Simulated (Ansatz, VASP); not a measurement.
# BaTiO3: VASP beside Ansatz

Wanted: the spread between two codes on one cell, functional and k mesh. The structure shown is the end of the Ansatz relaxation below.

Main program and level: Ansatz 0.2.0; plane waves, with VASP 6.6.1 beside it; single point at PBEsol.

## (1) The structure

Symmetry: R3m, No. 160, trigonal system. The conventional cell has a = 5.642 Å, b = 5.642 Å, c = 6.856 Å, α = 90.00°, β = 90.00°, γ = 120.00°. Ba has 12 O at 2.75 to 2.87 Å nearest. Nearest to Ti lie 6 O at 1.89 to 2.10 Å. O has 2 Ti at 1.89 to 2.10 Å and 4 Ba at 2.75 to 2.87 Å nearest. Farther neighbours and most contacts between anions are not listed.

## (2) Ansatz: relaxation, PBEsol

Ansatz runs on its PAW soft_1 files.

This run makes the geometry at which the two programs are then compared.

input.yaml reads:

```yaml
crystal:
  lattice:
    - [5.648652415, 0.0, 0.0]
    - [-2.8243262075, 4.8918764885, 0.0]
    - [0.0, 0.0, 6.85577871]
  atoms:
    - { symbol: Ba, position: [0.0, 0.0, 0.9976672] }
    - { symbol: Ba, position: [0.6666667, 0.3333333, 0.3310005] }
    - { symbol: Ba, position: [0.3333333, 0.6666667, 0.6643338] }
    - { symbol: Ti, position: [0.0, 0.0, 0.4866358] }
    - { symbol: Ti, position: [0.6666667, 0.3333333, 0.8199691] }
    - { symbol: Ti, position: [0.3333333, 0.6666667, 0.1533024] }
    - { symbol: O, position: [0.1645852, 0.3291704, 0.3449657] }
    - { symbol: O, position: [0.6708296, 0.8354148, 0.3449657] }
    - { symbol: O, position: [0.1645852, 0.8354148, 0.3449657] }
    - { symbol: O, position: [0.8312518, 0.6625037, 0.678299] }
    - { symbol: O, position: [0.3374963, 0.1687482, 0.678299] }
    - { symbol: O, position: [0.8312518, 0.1687482, 0.678299] }
    - { symbol: O, position: [0.4979185, 0.995837, 0.0116324] }
    - { symbol: O, position: [0.004163, 0.5020815, 0.0116324] }
    - { symbol: O, position: [0.4979185, 0.5020815, 0.0116324] }
kpoints:
  mp_grid: { grid: [6, 6, 4] }
scf:
  occupations: { method: fermi_dirac, width: 0.02 }
hamiltonian:
  xc: pbesol
  pseudopotentials: { kind: paw, azcp: { folder: soft_1 }, xc_functional: pbe }
basis:
  ecutwfc: 600
output:
  forces: true
  stress: true
  write_density: true
  write_potential: true
  elf: true
  volumetric_format: npy
relax:
  f_tol: 0.005
  max_steps: 70
  cell: { stress_tol: 0.02, p_target: 0, fix: [c, alpha, beta, gamma] }
```

Command:

```sh
> ansatz run input.yaml --threads 4 --pin off --max-ram 10240MiB --backend cpu --events-out ev --progress --plain --runs-dir out
```

Numbers of over 12 decimals in the logs are rounded to 6 here.

Log:

```text
Warning: crystal.symmetry: narrowed to the stabiliser of the fixed cell quantities (relax.cell.fix) — unitary ops 18 → 6. The narrowing is safe, since a smaller group never makes results wrong: the run goes on under it, on as many k-points as the starting group would need, or more. Excluded: 12 operations that would move a fixed cell quantity at a test strain (relax.cell.fix fixes c, alpha, beta, gamma). The cell can leave their symmetry as it relaxes.
Engine: ansatz 0.2.0, aarch64-unknown-linux-gnu
Pseudopotentials: kind: paw
Pseudopotential: Ba, paw, valence charge 10, recommended cutoff 420 eV (normal), soft_1/Ba.paw.azcp
Pseudopotential: Ti, paw, valence charge 12, recommended cutoff 420 eV (normal), soft_1/Ti.paw.azcp
Pseudopotential: O, paw, valence charge 6, recommended cutoff 420 eV (normal), soft_1/O.paw.azcp
Functional definition: PBEsol
  exchange = pbesol_x
  correlation = pbesol_c
Crystal: 15 atoms, lattice volume = 189.442 Å³
Basis set: ecut = 600 eV, 6327 PW (Γ), exchange–correlation on 96×96×120 points (8 copies of the dense FFT grid, shifted against one another)
Bands: 75, of which v1, the nominal top of the filled ones, is band 60 counted from 1 (59 counted from 0)
Symmetry: 6 space group operations
k-points: 47 of 144 (time reversal used)
Non-local potential: Ba, projectors of the file, l = 0: 3, l = 1: 2, l = 2: 2, l = 3: 2
Non-local potential: Ti, projectors of the file, l = 0: 3, l = 1: 2, l = 2: 3, l = 3: 1
Non-local potential: O, projectors of the file, l = 0: 2, l = 1: 2, l = 2: 1
PAW form: soft (Blöchl's): semilocal exchange-correlation on the pseudo side does not see the compensation charge
PAW frozen core: Ba, regenerated for the run's functional, and the local potential with it (the file was generated under x = pbe(κ = 0.804, μ = 0.219515), c = pbe(β = 0.066725))
PAW frozen core: Ti, regenerated for the run's functional, and the local potential with it (the file was generated under x = pbe(κ = 0.804, μ = 0.219515), c = pbe(β = 0.066725))
PAW frozen core: O, regenerated for the run's functional, and the local potential with it (the file was generated under x = pbe(κ = 0.804, μ = 0.219515), c = pbe(β = 0.066725))
PAW one-centre angular grid: Ba, 194 points (default); XC on 64 Gauss nodes
PAW one-centre angular grid: Ti, 590 points (default); XC on 64 Gauss nodes
PAW one-centre angular grid: O, 110 points (default); XC on 64 Gauss nodes
Initial density: superposition of atomic densities (chi_scale 0.1, normalization cell, long waves kept (reshape's long-wave potential 0.00 eV rms))
Initial wavefunctions: pseudopotential atomic-orbital guess
Functional: x = pbesol(κ = 0.804, μ = 0.123457), c = pbesol(β = 0.046)
SCF iter   1: F=—  HF=-30084.208409 eV  |F-HF|=—  |Δ(HF+E_count)|=         —  Δρ=5.57e-2  dr2=5.80e0  ethr=3.10e-3  ⟨swp⟩=6.3  Hψ=13776  notcnv=0  defer=39
preconditioner: auto → Resta (q_TF=auto, 2.528 Å⁻¹)  ε∞=5.9  [insulator: Δε(μ)=2.566 eV  Ē_g=11.577 eV  σ=0.020 eV  W_gap=1.00  n_scr=52 (ndim 8)  ℏωp=25.6 eV  f_vac=0.000  D(μ)=0.00/eV (n_scr^D=0)  ε∞_Penn≈5.9]
SCF iter   2: F=—  HF=-30083.259680 eV  |F-HF|=—  |Δ(HF+E_count)|=   9.49e-1  Δρ=2.59e-2  dr2=1.84e0  ethr=3.10e-3  ⟨swp⟩=3.0  Hψ=5908  notcnv=0  defer=306
SCF iter   3: F=—  HF=-30082.998677 eV  |F-HF|=—  |Δ(HF+E_count)|=   2.61e-1  Δρ=8.10e-3  dr2=1.90e-1  ethr=1.53e-3  ⟨swp⟩=2.4  Hψ=5286  notcnv=0  defer=306
SCF iter   4: F=—  HF=-30082.960865 eV  |F-HF|=—  |Δ(HF+E_count)|=   3.78e-2  Δρ=1.77e-3  dr2=4.34e-3  ethr=1.58e-4  ⟨swp⟩=3.0  Hψ=6034  notcnv=0  defer=306
SCF iter   5: F=—  HF=-30082.962268 eV  |F-HF|=—  |Δ(HF+E_count)|=   1.40e-3  Δρ=3.15e-4  dr2=1.61e-4  ethr=3.62e-6  ⟨swp⟩=2.9  Hψ=6620  notcnv=0  defer=306
SCF iter   6: F=—  HF=-30082.962297 eV  |F-HF|=—  |Δ(HF+E_count)|=   2.97e-5  Δρ=5.72e-5  dr2=5.23e-6  ethr=1.34e-7  ⟨swp⟩=2.0  Hψ=4743  notcnv=0  defer=306
SCF iter   7: F=—  HF=-30082.962149 eV  |F-HF|=—  |Δ(HF+E_count)|=   1.48e-4  Δρ=1.01e-5  dr2=1.21e-7  ethr=4.36e-9  ⟨swp⟩=2.0  Hψ=5592  notcnv=0  defer=306
SCF iter   8: F=-30082.962149 eV  HF=-30082.962149 eV  |F-HF|=4.11e-10  |Δ(HF+E_count)|=   4.61e-8  Δρ=1.67e-6  dr2=3.71e-9  ethr=8.33e-11  ⟨swp⟩=7.4  Hψ=19700  notcnv=0
SCF 1 converged in 8 iterations: F = -30082.962149 eV  dr2 = 3.71e-9
  greatest PAW one-centre occupation: 0.998 electrons in one spin orbital (limit 2), on the Ti atom at site 5 (counted from 0), in its partial waves of l = 0
relax step   1: F+E_penalty+E_count = -30082.96214921 eV  Δ(F+E_penalty+E_count) = +0.000e0 eV  max|allowed force component| = 7.117e-2 eV/Å  Δτ_max = 0.0000 Å  P = +0.824 GPa  Ω = 189.442 Å³  fix = [c, alpha, beta, gamma]  reactions: c +2.753 GPa; alpha -0.000, beta +0.000, gamma +0.000 GPa/rad  (8 SCF iters, dr2 threshold 1.00e-7 eV, accepted)
Crystal: 15 atoms, lattice volume = 189.264 Å³
[...]
SCF iter   4: F=-30082.964214 eV  HF=-30082.964214 eV  |F-HF|=1.46e-11  |Δ(HF+E_count)|=  8.73e-11  Δρ=2.16e-8  dr2=6.38e-13  ethr=1.00e-12  ⟨swp⟩=1.0  Hψ=3525  notcnv=0
iter 5 did not close the SCF: its close was put off for the readings that it lacked (scf_convergence_deferred on its scf_iter line)
SCF iter   5: F=-30082.964214 eV  HF=-30082.964214 eV  |F-HF|=1.46e-11  |Δ(HF+E_count)|=  2.18e-11  Δρ=8.07e-9  dr2=1.09e-13  ethr=1.00e-12  ⟨swp⟩=1.0  Hψ=3525  notcnv=0
iter 6 did not close the SCF: its close was put off for the readings that it lacked (scf_convergence_deferred on its scf_iter line)
SCF iter   6: F=-30082.964214 eV  HF=-30082.964214 eV  |F-HF|=1.09e-11  |Δ(HF+E_count)|=  1.46e-11  Δρ=2.50e-9  dr2=1.06e-14  ethr=1.00e-12  ⟨swp⟩=1.0  Hψ=3525  notcnv=0
iter 7 did not close the SCF: its close was put off for the readings that it lacked (scf_convergence_deferred on its scf_iter line)
SCF iter   7: F=-30082.964214 eV  HF=-30082.964214 eV  |F-HF|=3.64e-12  |Δ(HF+E_count)|=  7.28e-12  Δρ=5.40e-10  dr2=5.86e-16  ethr=1.00e-12  ⟨swp⟩=1.0  Hψ=3525  notcnv=0
SCF iter   8: F=-30082.964214 eV  HF=-30082.964214 eV  |F-HF|=0.00e0  |Δ(HF+E_count)|=  3.64e-12  Δρ=2.81e-10  dr2=1.37e-16  ethr=1.00e-12  ⟨swp⟩=1.9  Hψ=8423  notcnv=0
SCF 6 converged in 8 iterations: F = -30082.964214 eV  dr2 = 1.37e-16
relax step   6: F+E_penalty+E_count = -30082.96421384 eV  Δ(F+E_penalty+E_count) = +3.227e-5 eV  max|allowed force component| = 3.400e-3 eV/Å  Δτ_max = 0.0000 Å  P = +0.837 GPa  Ω = 188.983 Å³  fix = [c, alpha, beta, gamma]  reactions: c +2.496 GPa; alpha -0.000, beta +0.000, gamma +0.000 GPa/rad  stress off target by 7.58e-3 GPa on what of the cell is left free  SCF on the basis re-selected at this cell (its energy is not comparable with the rows above)  (8 SCF iters)
basis re-selected at this cell: Δ(F+E_penalty+E_count) = +3.227e-5 eV, ΔP = -0.000 GPa vs the last step (what re-selecting the basis moved, of the pressure what is left beyond the Pulay correction that the steps carried, after the strain that the cell walked since its last selection, with what the two solves' SCF thresholds leave and, on support functions, any second-order correction that the steps lacked; it is no m [...]
SCF converged after 8 iterations
Free energy (F): -30082.964214 eV
Harris-Foulkes:  -30082.964214 eV  (|F-HF|=0.00e0)
Internal energy: -30082.964214 eV  (E = F + TS)
E sigma→0 (E₀):  -30082.964214 eV
Fermi energy:    11.475241 eV
--- Per-component energies (eV) ---
  E_band       = -402.658516
  E_kinetic    = 2838.787210
  E_local      = -6488.270399  (includes V_loc(G=0)·N_el)
  E_nonlocal   = 934.547034
  E_hartree    = 2494.764315
  E_xc         = -1583.093129
  E_vxc        = -1651.306784  (∫ρ·V_xc dr)
  E_paw        = -19786.932842  (= ΣΔE_a)
  E_vpaw       = -1025.945843  (= ΣTr[D̂ρ^β])
  E_aug_tail   = 0.001636  (compensation charges beyond the density's cutoff)
  E_ewald      = -8493.958096
  E_core_change = 1.190057  (= ΣΔE_core)
  E_smearing   = -0.000000  (= −TS)
  E_closure    = 0.000000  (closes the sum)
  Σ components = -30082.964214   (vs F -30082.964214, Δ=0.00e0)
--- Forces (eV/Å), atoms counted from 1 ---
  atom   1  Ba     0.00000028    -0.00000016     0.00313908
  atom   2  Ba     0.00000028    -0.00000016     0.00313908
  atom   3  Ba     0.00000028    -0.00000016     0.00313908
  atom   4  Ti    -0.00000066     0.00000038    -0.00339969
  atom   5  Ti    -0.00000066     0.00000038    -0.00339969
  atom   6  Ti    -0.00000066     0.00000038    -0.00339969
  atom   7  O      0.00000037     0.00137446     0.00008668
  atom   8  O     -0.00119014    -0.00068755     0.00008668
  atom   9  O      0.00119014    -0.00068713     0.00008723
  atom  10  O      0.00000037     0.00137446     0.00008668
  atom  11  O     -0.00119014    -0.00068755     0.00008668
  atom  12  O      0.00119014    -0.00068713     0.00008723
  atom  13  O      0.00000037     0.00137446     0.00008668
  atom  14  O     -0.00119014    -0.00068755     0.00008668
  atom  15  O      0.00119014    -0.00068713     0.00008723
  max |Σ_I F_I| component: 7.89e-8 eV/Å
--- Stress (GPa, compression-positive) ---
        0.007580      -0.000001      -0.000003
       -0.000001       0.007579       0.000002
       -0.000003       0.000002       2.496282
  P = ⅓ Tr σ = 0.8371 GPa (8.371 kbar)
--- Band table (eV; the first three rows and the last of 47) ---
  k-point 0: bands = [... 56 lower, 10.0303, 10.0303, 10.0552, 10.0552, 12.5950, 12.5950, 12.6932, 14.3381, ... 11 higher]
  k-point 1: bands = [... 56 lower, 9.9215, 10.1256, 10.1256, 10.2636, 12.8260, 12.8260, 12.8544, 13.8593, ... 11 higher]
  k-point 2: bands = [... 56 lower, 9.6737, 10.3202, 10.3202, 10.3519, 13.3016, 13.3016, 13.3123, 13.3123, ... 11 higher]
  k-point 46: bands = [... 56 lower, 9.6045, 9.6045, 9.9739, 9.9739, 12.7469, 13.8392, 13.8392, 14.0531, ... 11 higher]
--- Relaxed structure (5 steps of the walk, 5 accepted, 1 SCFs on fresh bases) ---
  F+E_penalty+E_count = -30082.96421384 eV   max|allowed force component| = 3.400e-3 eV/Å   (the final SCF, on the basis selected at the relaxed cell)
  cell:  # Å, volume = 188.9834 Å³
    - [5.641806, 3.433724427518473e-19, 0]
    - [-2.820903, 4.885947, 0]
    - [0, 0, 6.85577871]
  atoms:
    - { symbol: Ba, position: [8.158848318437474e-10, -8.158849355564283e-10, 0.998412] }
    - { symbol: Ba, position: [0.666667, 0.333333, 0.331746] }
    - { symbol: Ba, position: [0.333333, 0.666667, 0.665079] }
    - { symbol: Ti, position: [1.383020755676049e-8, -1.3830207660263862e-8, 0.488278] }
    - { symbol: Ti, position: [0.666667, 0.333333, 0.821611] }
    - { symbol: Ti, position: [0.333333, 0.666667, 0.154945] }
    - { symbol: O, position: [0.164693, 0.329386, 0.344170] }
    - { symbol: O, position: [0.670614, 0.835307, 0.344170] }
    - { symbol: O, position: [0.164693, 0.835307, 0.344170] }
    - { symbol: O, position: [0.831359, 0.662719, 0.677503] }
    - { symbol: O, position: [0.337281, 0.168641, 0.677503] }
    - { symbol: O, position: [0.831359, 0.168641, 0.677503] }
    - { symbol: O, position: [0.498026, 0.996052, 0.010837] }
    - { symbol: O, position: [0.00394779, 0.501974, 0.010837] }
    - { symbol: O, position: [0.498026, 0.501974, 0.010837] }
```

(Part 1 of 3 ends here.)

[Lines on the potential files, build, host, timing and source positions are cut from VASP's logs without a mark.]

[Logs are printed without paths, hosts, clocks, repeated set-up lines and the standing remarks that a program may print on its own settings, such as how far it seeks lower states.]

[Hosts, paths, dates, database ids (printed as entryN), source tags and the programs' standing remarks are cut or masked in the printed files.]
